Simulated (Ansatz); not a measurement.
**AlN: frozen-core PAW against all-electron methods**

```
Al N
1.0
     0.00000    2.22395    2.15757
     2.22395    0.00000    2.15757
     2.22395    2.22395    0.00000
Al N
1 1
Direct
  0.00000 0.00000 0.00000
  0.25000 0.25000 0.25000
```

Atoms are numbered in the order listed.

The cell was built from the zincblende type and relaxed in the same program; it needn't be a known or the stable phase. The listed cell was then made from it by scaling, straining or moving an atom.

All numbers are computed: DFT, PBE, PAW with Ansatz's default frozen-core files, scalar-relativistic (Ansatz 0.2.0); DFT, PBE, all-electron LAPW, scalar-relativistic (Ansatz 0.2.0).

For PAW: a Γ-centred 13×13×13 k mesh, Fermi–Dirac smearing of 0.08 eV, cutoff 420 eV, no spin polarisation. LAPW targets a basis error of 1 meV/atom. The Ansatz runs share mesh, smearing and spin set-up. Plane-wave (PAW) pressures include the program's estimate of the Pulay term.

Stress and pressure are positive in compression.

The change that made this cell: z strained by -2 % at fixed volume.

PAW results:

```tsv
quantity	PAW
pressure (GPa)	-0.07
stress xx (GPa)	-1.29
stress zz (GPa)	2.36
band gap (eV)	3.247
```

(1) What does LAPW (all electrons) give for the same quantities?

## Answers

(1) 
| quantity | LAPW |
| --- | --- |
| pressure (GPa) | -0.17 |
| stress xx (GPa) | -1.39 |
| stress zz (GPa) | 2.27 |
| band gap (eV) | 3.239 |
